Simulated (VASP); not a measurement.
Sb: band structure with PBE

Crystal: Sb.

```xyz
1
Lattice="-1.8713 1.8713 1.8713 1.8713 -1.8713 1.8713 1.8713 1.8713 -1.8713" Properties=species:S:1:pos:R:3 pbc="T T T"
Sb    0.0000    0.0000    0.0000
```

This isn't the form of Sb at room conditions, which is rhombohedral.

```json
{
 "Program": "VASP 6.6.1",
 "Task": "band structure",
 "Functional": "PBE",
 "Potentials or basis": "VASP PAW PBE potentials, release 64 (Sb)",
 "Cutoff": "520 eV",
 "k mesh": "10 × 10 × 10",
 "Occupations": "fermi-dirac, width 0.05 eV",
 "Spin": "no spin polarisation",
 "Further INCAR settings": "ALGO = Normal; EDIFF = 1e-06"
}
```

- Band gap along the path: none (metal or under the smearing width)

Levels at the corners of the path, in eV from the Fermi level:
```
point  band 1  band 2  band 3  band 4  band 5
    Γ  -13.04    5.71    5.71    5.71   10.66
    H   -5.45   -2.05   -2.05   -2.05    2.92
    H   -5.45   -2.05   -2.05   -2.05    2.92
    N   -8.84   -5.75    1.76    3.84    6.52
    N   -8.84   -5.75    1.76    3.84    6.52
    Γ  -13.04    5.71    5.71    5.71   10.66
    Γ  -13.04    5.71    5.71    5.71   10.66
    P   -7.79   -2.86   -2.86   -2.86   15.10
    P   -7.79   -2.86   -2.86   -2.86   15.10
    H   -5.45   -2.05   -2.05   -2.05    2.92
    P   -7.79   -2.86   -2.86   -2.86   15.10
    N   -8.84   -5.75    1.76    3.84    6.52
```

Wall time 24 s on 1 thread of AMD EPYC 7571 (shared host), peak memory 0.11 GiB.

Caveat: the log is that of the step along the path at fixed density, whose energy, stress, charges and moments have no meaning; spin-orbit coupling is left out, which moves the levels of the heavy elements.
